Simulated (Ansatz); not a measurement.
# AlN: the cost of one run

Program: Ansatz 0.2.0. Level of theory: DFT r2SCAN, scalar-relativistic, plane waves, PAW. These are calculated values, not measurements.

2 further runs of the same task are left out: 2 set aside as unsound or not needed.

## 1. Starting point

The structure is cubic, space group F-43m (No. 216). The conventional cell has a = 4.370 Å, b = 4.370 Å, c = 4.370 Å, α = 90.00°, β = 90.00°, γ = 90.00°. Al (site symmetry -43m) has 4 N at 1.89 Å as nearest neighbours. N (site symmetry -43m) has 4 Al at 1.89 Å as nearest neighbours.

Structure file:

```cif
data_structure
_symmetry_space_group_name_H-M 'F-43m'
_symmetry_Int_Tables_number 216
_cell_length_a 4.3698
_cell_length_b 4.3698
_cell_length_c 4.3698
_cell_angle_alpha 90.000
_cell_angle_beta 90.000
_cell_angle_gamma 90.000
_cell_volume 83.44
loop_
_atom_site_label
_atom_site_type_symbol
_atom_site_symmetry_multiplicity
_atom_site_Wyckoff_symbol
_atom_site_fract_x
_atom_site_fract_y
_atom_site_fract_z
_atom_site_occupancy
Al1 Al 4 a 0.00000 0.00000 0.00000 1
N1 N 4 d 0.25000 0.75000 0.25000 1
```

It goes back to an entry of the Materials Project, which need not be the stable form.

It is built from the cell relaxed beforehand with the same method (10.43 Å³/atom).

## 2. The reference cell

The cell is repeated 2 times, 4 atoms in all. The reference gives a free energy of -1856.8743 eV, pressure 0.00 GPa, largest force 0.000 eV/Å and gap on the mesh 3.94 eV. It was computed beforehand with the settings of the runs below.

## 3. Breaking the symmetry

Cell sheared at random, sigma 0.01, atoms nudged by 0.01 Å. Displacements in the unstrained cell, with the mean shift removed:

```csv
atom,ux (Å),uy (Å),uz (Å)
Al1,0.005,0.002,0.002
Al2,-0.012,0.001,0.002
N3,0.007,0.000,-0.002
N4,0.000,-0.002,-0.002
```

Strain (xx, yy, zz, yz, xz, xy; engineering shear): (-0.0128, 0.0088, 0.0040, 0.0017, 0.0032, -0.0044).

## 4. The disturbed cell, one point

The input, input.yaml:

```yaml
crystal:
  lattice:
    - [0.00127776, -2.2059974326, -2.1956166829]
    - [-0.0083466187, 2.2022482124, -2.1918674627]
    - [4.3136739737, -0.0096243787, 0.0070688587]
  atoms:
    - { symbol: Al, position: [0.4991683828, 0.499970968, 0.5011741929] }
    - { symbol: Al, position: [-0.0005609936, -0.0002332948, -0.0026722209] }
    - { symbol: "N", position: [0.0004350037, 0.5004325077, 0.2515036197] }
    - { symbol: "N", position: [0.500957607, -0.0001701809, 0.7499944082] }
basis:
  ecutwfc: 500
kpoints:
  mp_grid: { grid: [8, 8, 6] }
hamiltonian:
  xc: r2scan
scf:
  occupations: { method: gaussian, width: 0.05 }
output:
  forces: true
  stress: true
  eigenvalues: true
```

Run with:

```
$ ansatz run input.yaml --threads 1 --pin off --max-ram 2560MiB --backend cpu --events-out ev --progress --plain --runs-dir out
```

Q: Estimate wall time and peak memory on 1 thread of Intel Xeon 6975P-C (Granite Rapids), shared host.

About 17 s, with a peak of 0.52 GiB.
